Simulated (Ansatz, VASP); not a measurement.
**ZnS in VASP and in Ansatz**

```
Zn S
1.0
     3.78224    0.00000    0.00000
    -1.89112    3.27551    0.00000
     0.00000    0.00000    6.20818
Zn S
2 2
Cartesian
  0.0000 2.1837 0.0027
  1.8911 1.0918 3.1068
  0.0000 2.1837 2.3254
  1.8911 1.0918 5.4294
```

Alike in both runs: functional PBEsol; k mesh 9 × 9 × 6; occupations gaussian, width 0.02 eV; no spin polarisation.

Ansatz relaxed the structure, and its values are those at the end. VASP's run is a single point on that final structure, the one shown.

```csv
,VASP,Ansatz
version,VASP 6.6.1,Ansatz 0.2.0
potentials or method,"VASP PAW PBE potentials, release 64 (Zn, S)","scalar-relativistic, plane waves, PAW"
plane-wave cutoff (eV),520,420
valence electrons in the cell,36,36
```

|  | VASP | Ansatz | Ansatz less VASP |
| --- | --- | --- | --- |
| gap on the k mesh at the Fermi level (eV) | 2.16 | 2.15 | -0.011 |
| least direct gap on the mesh (eV) | 2.16 | 2.15 | -0.011 |
| pressure (GPa) | 0.2 | 0.0 | -0.18 |

Ansatz warned: «pseudo_functional_mismatch».

Caveats: the PAW data sets were made with another functional, which shifts forces and pressure a little (VASP).
